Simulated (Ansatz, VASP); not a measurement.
# C in VASP and in Ansatz

```
C
1.0
     2.65846    0.00000    0.00000
     0.00000    2.65846    0.00000
     0.00000    0.00000    2.65846
C
3
Cartesian
  1.3292 0.0000 0.0000
  0.0000 1.3292 0.0000
  0.0000 0.0000 1.3292
```

Alike in both runs: task relaxation of cell and atoms; functional PBE; k mesh 18 × 18 × 18; occupations gaussian, width 0.1 eV; no spin polarisation.

```csv
,VASP,Ansatz
version,VASP 6.6.1,Ansatz 0.2.0
potentials or method,"VASP PAW PBE potentials, release 64 (C)","scalar-relativistic, plane waves, PAW"
plane-wave cutoff (eV),600,420
valence electrons in the cell,12,12
```

|  | VASP | Ansatz | Ansatz less VASP |
| --- | --- | --- | --- |
| gap on the k mesh at the Fermi level, each at its own relaxed structure (eV) | none | none | - |
| relaxed volume (Å³/atom) | 5.97 | 5.99 | +0.020 |
| relaxed cell length with the largest relative difference (Å) | 2.617 | 2.620 | +0.0029 |
| energy change over the relaxation (meV/atom) | -6 | -6 | +0.9 |

A gap of «none» marks a metal or a gap that the smearing closes.
